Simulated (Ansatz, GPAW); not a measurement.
Given: the input of a run of Ansatz 0.2.0 on Rh. Atoms were shifted at random by some hundredths of an Å from the given cell, which wasn't relaxed again for these runs. This isn't the form of Rh at room conditions, which is fcc.

The input input.yaml:

```yaml
crystal:
  lattice:
    - [2.6917446234, 0.0, 0.0]
    - [-1.3458723117, 2.3311192244, 0.0]
    - [0.0, 0.0, 8.79807013]
  atoms:
    - { symbol: Rh, position: [0.675958, 0.328863, 0.749331] }
    - { symbol: Rh, position: [0.017169, 0.029142, 0.503368] }
    - { symbol: Rh, position: [0.305206, 0.647065, 0.248769] }
    - { symbol: Rh, position: [0.026812, -0.001977, 0.003544] }
hamiltonian:
  xc: pbesol
  pseudopotentials: { kind: paw }
kpoints:
  mp_grid: { grid: [11, 11, 3] }
scf:
  occupations: { method: fermi_dirac, width: 0.05 }
output:
  forces: true
  stress: true
  eigenvalues: true
```

Potentials or basis: Ansatz PAW.

Run with:

```sh
$ ansatz run input.yaml --threads 1 --pin off --max-ram 3584MiB --backend cpu --events-out ev --progress --plain --runs-dir out
```

Question: Set up the same calculation for GPAW 26.7.0 (ASE script). Potentials or basis there: PAW data sets generated for this functional, cutoff 600 eV.

Answer: As run (cutoffs and basis follow the program's own potentials, and thresholds, step limits or extra output files can differ):

Contents of run.py:

```python
from ase import Atoms
from ase.dft.bandgap import bandgap
from ase.io import write
from ase.units import GPa
from gpaw import GPAW, PW, setup_paths

setup_paths.insert(0, '.')

atoms = Atoms(['Rh', 'Rh', 'Rh', 'Rh'],
              cell=[[2.6917446234, 0.0, 0.0],
                    [-1.3458723117, 2.3311192244, 0.0],
                    [0.0, 0.0, 8.79807013]],
              scaled_positions=[[0.675958, 0.328863, 0.749331],
                                [0.017169, 0.029142, 0.503368],
                                [0.305206, 0.647065, 0.248769],
                                [0.026812, -0.001977, 0.003544]],
              pbc=True)

calc = GPAW(mode=PW(600),
            xc='PBEsol',
            kpts={'size': (11, 11, 3), 'gamma': True},
            occupations={'name': 'fermi-dirac', 'width': 0.05},
            nbands=52,
            convergence={'density': 1e-05, 'energy': 1e-05},
            maxiter=150,
            txt='gpaw.txt')
atoms.calc = calc
energy = atoms.get_potential_energy()
forces = atoms.get_forces()
stress = atoms.get_stress()
calc.write('gs.gpw')
write('result.traj', atoms)
print(f'Energy: {energy:.6f} eV')
print('Forces (eV/A):')
print(forces.round(4))
print('Stress (GPa):', (stress / GPa).round(3))
print('Fermi level:', round(calc.get_fermi_level(), 4), 'eV')
print(f'Gap: {bandgap(calc)[0]:.4f} eV, direct: {bandgap(calc, direct=True)[0]:.4f} eV')
```

Potentials or basis: PAW data sets generated in the run's folder for this functional, pw.

The run is started by

```bash
$ gpaw-setup -f PBEsol Rh
$ OMP_NUM_THREADS=1 python run.py
```

Both were run:

|  | Ansatz | GPAW |
| --- | --- | --- |
| Pressure | -5.0 GPa | -2.7 GPa |
| Largest force | 0.644 eV/Å | 0.655 eV/Å |
| Energy over the undisturbed cell | 13.8 meV/atom | 14.0 meV/atom |

Ansatz's pressure holds a Pulay term of +0.09 GPa for its cutoff of 420 eV, which the other run lacks.

The potentials hold 68 and 60 valence electrons a cell.

Ansatz's potentials were made for PBE.

Where Ansatz's input types no cutoff or centring, it takes its own default and a Γ-centred mesh.

Pressure is positive in compression.
